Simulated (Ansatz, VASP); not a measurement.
# Cross-check of C between VASP and Ansatz

Wanted: the spread between two codes on one cell, functional and k mesh. The cell is taken from a series of VASP runs on this material, whose earlier steps may have relaxed, scaled or displaced it; both programs get it as it stands.

Main program and level: Ansatz 0.2.0; plane waves, with VASP 6.6.1 beside it; zone-centre phonons at LDA and relaxation of cell and atoms at PBE.

### 1. The structure

The structure is cubic, space group Fd-3m (No. 227). The conventional cell has a = 3.536 Å, b = 3.536 Å, c = 3.536 Å, α = 90.00°, β = 90.00°, γ = 90.00°. Nearest to C lie 4 C at 1.53 Å.

### 2. Ansatz: zone-centre phonons, LDA

Ansatz runs on its default PAW (the set named soft_2) files.

Second derivatives magnify differences that forces hide, and they need a tight electronic threshold.

Contents of input.yaml:

```yaml
crystal:
  lattice:
    - [0.0, 1.7677755, 1.7677755]
    - [1.7677755, 0.0, 1.7677755]
    - [1.7677755, 1.7677755, 0.0]
  atoms:
    - { symbol: C, position: [0.0, 0.0, 0.0] }
    - { symbol: C, position: [0.25, 0.25, 0.25] }
hamiltonian:
  xc: lda
  pseudopotentials: { kind: paw }
kpoints:
  mp_grid: { grid: [14, 14, 14] }
scf:
  occupations: { method: fixed }
phonons:
  method: dfpt
  qpoints: [[0, 0, 0]]
  dielectric: true
  rigid_motions: translations
```

Started as:

```
$ ansatz run input.yaml --threads 4 --pin off --max-ram 9216MiB --backend cpu --events-out ev --progress --plain --runs-dir out
```

Numbers of over 12 decimals in the logs are rounded to 6 here.

Log:

```text
Engine: ansatz 0.2.0, x86_64-unknown-linux-gnu
Pseudopotentials: kind: paw
Pseudopotential: C, paw, valence charge 4, recommended cutoff 420 eV (normal), C.paw.azcp
Functional definition: SPW92
  exchange = slater_x
  correlation = pw_c
Crystal: 2 atoms, lattice volume = 11.049 Å³
Basis set: ecut = 420 eV, 181 PW (Γ), exchange–correlation on 40×40×40 points (8 copies of the dense FFT grid, shifted against one another)
Bands: 8, of which v1, the nominal top of the filled ones, is band 4 counted from 1 (3 counted from 0)
Symmetry: 48 space group operations
k-points: 428 of 2744 (irreducible under 4 space group operations, time reversal used)
Non-local potential: C, projectors of the file, l = 0: 2, l = 1: 2, l = 2: 1
PAW form: soft (Blöchl's): semilocal exchange-correlation on the pseudo side does not see the compensation charge
PAW frozen core: C, regenerated for the run's functional, and the local potential with it (the file was generated under x = pbe(κ = 0.804, μ = 0.219515), c = pbe(β = 0.066725))
PAW one-centre angular grid: C, 110 points (default); XC on 64 Gauss nodes
Initial density: superposition of atomic densities (neutral atoms: chi_scale 0, normalization atom), corrected by the library's trained network
Initial wavefunctions: pseudopotential atomic-orbital guess
Functional: x = slater, c = lda
SCF iter   1: F=—  HF=-485.985781 eV  |F-HF|=—  |Δ(HF+E_count)|=         —  Δρ=7.43e-3  dr2=2.25e-3  ethr=1.77e-3  ⟨swp⟩=3.9  Hψ=20376  notcnv=0  defer=706
preconditioner: auto → none  [insulator: Δε(μ)=4.154 eV  Ē_g=19.870 eV  n_scr=0 (ndim 8)  ℏωp=31.6 eV  f_vac=0.000  ε∞_Penn≈3.5]
SCF iter   2: F=—  HF=-485.985199 eV  |F-HF|=—  |Δ(HF+E_count)|=   5.82e-4  Δρ=3.52e-3  dr2=4.80e-4  ethr=2.81e-5  ⟨swp⟩=1.3  Hψ=6996  notcnv=0  defer=720
SCF iter   3: F=—  HF=-485.985066 eV  |F-HF|=—  |Δ(HF+E_count)|=   1.33e-4  Δρ=9.02e-5  dr2=5.90e-7  ethr=5.99e-6  ⟨swp⟩=1.9  Hψ=4007  notcnv=0  defer=847
SCF iter   4: F=—  HF=-485.985066 eV  |F-HF|=—  |Δ(HF+E_count)|=   4.73e-7  Δρ=2.56e-5  dr2=3.56e-8  ethr=7.37e-9  ⟨swp⟩=2.8  Hψ=5072  notcnv=0
SCF iter   5: F=—  HF=-485.985066 eV  |F-HF|=—  |Δ(HF+E_count)|=   2.29e-9  Δρ=7.38e-6  dr2=5.13e-9  ethr=4.45e-10  ⟨swp⟩=2.0  Hψ=5136  notcnv=0
SCF iter   6: F=-485.985066 eV  HF=-485.985066 eV  |F-HF|=8.64e-12  |Δ(HF+E_count)|=   2.19e-9  Δρ=4.94e-7  dr2=1.48e-11  ethr=1.25e-12  ⟨swp⟩=5.5  Hψ=20876  notcnv=0
SCF 1 converged in 6 iterations: F = -485.985066 eV  dr2 = 1.48e-11
  greatest PAW one-centre occupation: 0.640 electrons in one spin orbital (limit 2), on the C atom at site 1 (counted from 0), in its partial waves of l = 0
NSCF: frozen V_eff on 2 k-points
DFPT response loops at Γ: preconditioner auto → none (the input reference at scf.mixing.eps_inf says where Resta's filter doesn't serve); β = 0.50; Broyden in place of MSR1
SCF converged after 6 iterations
Free energy (F): -485.985066 eV
Harris-Foulkes:  -485.985066 eV  (|F-HF|=8.64e-12)
Internal energy: -485.985066 eV  (E = F + TS)
E sigma→0 (E₀):  -485.985066 eV
Fermi energy:    13.543748 eV
--- Per-component energies (eV) ---
  E_band       = 35.748311
  E_kinetic    = 186.274728
  E_local      = -122.451027  (includes V_loc(G=0)·N_el)
  E_nonlocal   = 55.731369
  E_hartree    = 26.202557
  E_xc         = -97.151519
  E_vxc        = -120.955046  (∫ρ·V_xc dr)
  E_paw        = -183.685938  (= ΣΔE_a)
  E_vpaw       = -15.256816  (= ΣTr[D̂ρ^β])
  E_aug_tail   = 0.000017  (compensation charges beyond the density's cutoff)
  E_ewald      = -351.030918
  E_core_change = 0.125665  (= ΣΔE_core)
  E_smearing   = -0.000000  (= −TS)
  E_closure    = -0.000000  (closes the sum)
  Σ components = -485.985066   (vs F -485.985066, Δ=0.00e0)
--- Band table (eV; the first three rows and the last of 428) ---
  k-point 0: bands = ["-8.1415", "13.5437", "13.5437", "13.5437", "19.1581", "19.1581", "19.1581", "27.6419"]
  k-point 1: bands = ["-7.9980", "12.5952", "13.2907", "13.2907", "19.4810", "19.4810", "19.7368", "27.7246"]
  k-point 2: bands = ["-7.5682", "10.5300", "12.7080", "12.7080", "20.2411", "20.2411", "20.7669", "27.9649"]
  k-point 427: bands = ["0.7398", "2.1411", "4.5490", "5.9188", "23.2774", "24.3489", "26.4484", "26.7482"]
--- Phonons (Γ-DFPT): 1 representative perturbation + reference, on 428 of 2744 k-points (Σ response iterations 3) ---
  k mesh reduced under 4 symmetry operations, with k and −k counted as one. Each operation leaves every solved perturbation unchanged. A smaller set is not considered because the run solves the response to a homogeneous field
  ASR residual: 9.588e-5 → 0.000e0 eV/Å²; symmetrization residual: 6.395e-14 eV/Å²
  ASR residual per site (eV/Å²): 9.59e-5 9.59e-5
  Γ frequencies (cm⁻¹): 0.00 0.00 0.00 1319.04 1319.04 1319.04
  ε∞ (high-frequency dielectric tensor):
        5.769349    -0.000000     0.000000
        0.000000     5.769349    -0.000000
        0.000000     0.000000     5.769349
  ε⁰ (static dielectric tensor: ions relaxed, cell fixed):
        5.769349    -0.000000     0.000000
        0.000000     5.769349    -0.000000
        0.000000     0.000000     5.769349
  ε⁰ − ε∞ (ionic part):
        0.000000     0.000000     0.000000
        0.000000     0.000000     0.000000
        0.000000     0.000000     0.000000
  softest optical mode at Γ: 1319.04 cm⁻¹; the repairs (sum rule, projections) moved no ω² at Γ by more than (1.47 cm⁻¹)²
  Born effective charges Z* (e; rows j = field, columns β = displacement):
    site 0:
         0.00000    0.00000    0.00000
         0.00000    0.00000    0.00000
         0.00000    0.00000    0.00000
    site 1:
         0.00000    0.00000    0.00000
         0.00000    0.00000   -0.00000
         0.00000    0.00000    0.00000
  Z* charge neutrality: 1.293e-5 e pre-enforcement
  k-mesh period / interband length: 35.0 Å / 1.74 Å = 20.06 at k = (0.0000, 0.0000, 0.0000), direct gap 5.614 eV — 14 or more, which is no proof of convergence
  optical modes at Γ without the LO–TO term, one row a degenerate level:
      ω (cm⁻¹)  modes    IR ((D/Å)²/amu)
       1319.04      3             0.0000
  optical modes at Γ + LO–TO along q̂ = [1.0000, 0.0000, 0.0000]:
      ω (cm⁻¹)  modes    IR ((D/Å)²/amu)
       1319.04      3             0.0000
  optical modes at Γ + LO–TO along q̂ = [0.0000, 1.0000, 0.0000]:
      ω (cm⁻¹)  modes    IR ((D/Å)²/amu)
       1319.04      3             0.0000
  optical modes at Γ + LO–TO along q̂ = [0.0000, 0.0000, 1.0000]:
      ω (cm⁻¹)  modes    IR ((D/Å)²/amu)
       1319.04      3             0.0000
--- Phonons (arbitrary-q DFPT): 1 explicit q-point ---
  q = [0, 0, 0] (of the zone-centre solve; hermiticity 7.40e-16, symmetrization 9.25e-16): -0.00 -0.00 -0.00 1319.04 1319.04 1319.04
  sum rule: each row above includes the acoustic sum rule's correction from the zone centre's row sums; it moved no ω² by more than (1.47 cm⁻¹)²
```

Run time: 3.4 s. Hardware: 4 threads of AMD EPYC 7R43, shared host; peak memory 0.54 GiB.

Reading the cycles: dr2 is the Hartree energy of the density residual (eV), the measure of convergence; HF is the Harris–Foulkes estimate of the energy, which meets the free energy F at convergence.

(Part 1 of 3 ends here.)

[Lines on the potential files, build, host, timing and source positions are cut from VASP's logs without a mark.]

[Logs are printed without paths, hosts, clocks, repeated set-up lines and the standing remarks that a program may print on its own settings, such as how far it seeks lower states.]

[Hosts, paths, dates, database ids (printed as entryN), source tags and the programs' standing remarks are cut or masked in the printed files.]
